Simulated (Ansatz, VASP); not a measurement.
# Two plane-wave programs on Pt

File INCAR:

```
SYSTEM = Pt
  PREC = Accurate
  ENCUT = 520
  EDIFF = 1E-7
  ISMEAR = -1
  SIGMA = 0.05
  LREAL = .False.
  LASPH = .True.
  NELM = 100
  ALGO = Normal
  ISIF = 2
  LWAVE = .False.
  LCHARG = .True.
  GGA = CA
  LELF = .True.
  LVHAR = .True.
  NBANDS = 17
```

KPOINTS

```
regular mesh
0
Gamma
  11 11 6
  0 0 0
```

The input POSCAR:

```
Pt
1.0
    2.7043096880      0.0000000000      0.0000000000
   -1.3521548440      2.3420008895      0.0000000000
    0.0000000000      0.0000000000      4.6943078975
Pt
2
Direct
    0.3333333333      0.6666666667      0.2500000000
    0.6666666667      0.3333333333      0.7500000000
```

File input.yaml:

```yaml
crystal:
  lattice:
    - [2.704309688, 0.0, 0.0]
    - [-1.352154844, 2.3420008895, 0.0]
    - [0.0, 0.0, 4.6943078975]
  atoms:
    - { symbol: Pt, position: [0.3333333333, 0.6666666667, 0.25] }
    - { symbol: Pt, position: [0.6666666667, 0.3333333333, 0.75] }
hamiltonian:
  xc: lda
  pseudopotentials: { kind: paw }
kpoints:
  mp_grid: { grid: [11, 11, 6] }
scf:
  occupations: { method: fermi_dirac, width: 0.05 }
output:
  forces: true
  stress: true
  eigenvalues: true
```

This isn't the form of Pt at room conditions, which is fcc.

Alike in both runs: task single point; functional LDA; k mesh 11 × 11 × 6; occupations fermi-dirac, width 0.05 eV; no spin polarisation.

```csv
,VASP,Ansatz
version,VASP 6.6.1,Ansatz 0.2.0
potentials or method,"VASP PAW LDA potentials, release 64 (Pt)",Ansatz PAW
plane-wave cutoff (eV),520,420
valence electrons in the cell,20,36
```

Ansatz gave:

| Quantity | Value |
| --- | --- |
| gap on the k mesh at the Fermi level (eV) | none |
| pressure (GPa) | 0.2 |
| largest component of the traceless stress (GPa) | 2.14 |

What did VASP give for the same quantities?

gap on the k mesh at the Fermi level (eV): none; pressure (GPa): 1.0; largest component of the traceless stress (GPa): 2.41.

A gap of «none» marks a metal or a gap that the smearing closes. The two sets of potentials don't hold the same shells in valence.

Caveats: the PAW data sets come from PBE, with cores solved anew for the run's functional, which leaves a small shift of forces and pressure (Ansatz). The runs have no spin-orbit coupling, so splittings on Pt are missing.
